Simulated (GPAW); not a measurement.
Set up this calculation in GPAW 26.7.0, as an ASE script.

| Property | Result |
| --- | --- |
| Task | equation of state |
| Functional | r2SCAN |
| Potentials or basis | GPAW PAW data sets (gpaw-data 1.2.1) |
| Cutoff | 600 eV |
| Basis | pw |
| k mesh | 8 × 8 × 8 |
| Occupations | fermi-dirac, width 0.05 eV |
| Spin | no spin polarisation |
| Maxiter | 150 |
| Eos scales | [0.94, 0.96, 0.98, 1.0, 1.02, 1.04, 1.06] |

InPd:

```
In Pd
1.0
     3.27188    0.00000    0.00000
     0.00000    3.27188    0.00000
     0.00000    0.00000    3.27188
In Pd
1 1
Direct
  0.00000 0.00000 0.00000
  0.50000 0.50000 0.50000
```

The cell comes from a database or a generator and needn't be the stable form of this composition.

The input as run:

run.py

```python
from ase import Atoms
from ase.eos import EquationOfState
from ase.io import Trajectory
from ase.units import GPa
from gpaw import GPAW, PW

atoms = Atoms(['In', 'Pd'],
              cell=[[3.27188478, 0.0, 0.0],
                    [0.0, 3.27188478, 0.0],
                    [0.0, 0.0, 3.27188478]],
              scaled_positions=[[0.0, 0.0, 0.0],
                                [0.5, 0.5, 0.5]],
              pbc=True)

traj = Trajectory('eos.traj', 'w')
volumes, energies = [], []
for x in [0.94, 0.96, 0.98, 1.0, 1.02, 1.04, 1.06]:
    a = atoms.copy()
    a.set_cell(atoms.cell * x**(1 / 3), scale_atoms=True)
    calc = GPAW(mode=PW(600),
                xc='MGGA_X_R2SCAN+MGGA_C_R2SCAN',
                kpts={'size': (8, 8, 8), 'gamma': True},
                occupations={'name': 'fermi-dirac', 'width': 0.05},
                nbands=26,
                convergence={'density': 1e-05, 'energy': 1e-05},
                maxiter=150,
                txt=f'eos-{x:.2f}.txt')
    a.calc = calc
    energies.append(a.get_potential_energy(force_consistent=True))
    volumes.append(a.get_volume())
    p = -a.get_stress()[:3].mean() / GPa
    calc.write(f'eos-{x:.2f}.gpw')
    traj.write(a)
    print(f'{x:.2f} {volumes[-1]:10.4f} A^3 {energies[-1]:14.6f} eV {p:9.3f} GPa', flush=True)

v0, e0, B = EquationOfState(volumes, energies, eos='birchmurnaghan').fit()
print(f'V0 = {v0:.4f} A^3, E0 = {e0:.6f} eV, B0 = {B / GPa:.2f} GPa')
```

Potentials or basis: GPAW PAW data sets (gpaw-data 1.2.1), pw.

Run with:

```console
$ OMP_NUM_THREADS=1 python run.py
```

It gave:

| Item | Value |
| --- | --- |
| Equilibrium volume | 17.50 Å³/atom (rough: see the caveat) |
| Bulk modulus | 133 GPa (rough) |

Caveat: the points scatter about the fit; the PAW data sets were made with another functional, which shifts forces and pressure a little.

It took 3.1 min on 1 thread of Intel(R) Xeon(R) 6975P-C (Granite Rapids) (shared host), peak memory 1 GiB.
